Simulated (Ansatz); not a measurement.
Crystal: CuI (Marshite).

```xyz
2
Lattice="0.0000 3.0315 3.0315 3.0315 0.0000 3.0315 3.0315 3.0315 0.0000" Properties=species:S:1:pos:R:3 pbc="T T T"
I     0.0000    0.0000    0.0000
Cu    4.5473    4.5473    4.5473
```

Base run:

```yaml
Program: Ansatz 0.2.0
Functional: PBE
Potentials_or_basis: Ansatz PAW
Cutoff: "420 eV (not typed: the program's choice for these potentials)"
k_mesh: 6 × 6 × 6
Occupations: fermi-dirac, width 0.05 eV
Spin: spin-orbit coupling, no magnetisation
```

Its results: band gap on the k mesh 0.97 eV, direct; pressure 0.4 GPa.

Question: The run is repeated on the same cell with these changes: functional from PBE to LDA. What comes out?

Answer: Band gap on the k mesh 0.77 eV, direct; pressure -4.3 GPa.

LDA binds more tightly than PBE, so the same cell stands under less pressure.

Caveats: the PAW data sets come from PBE, with cores solved anew for the run's functional, which leaves a small shift of forces and pressure (some runs).
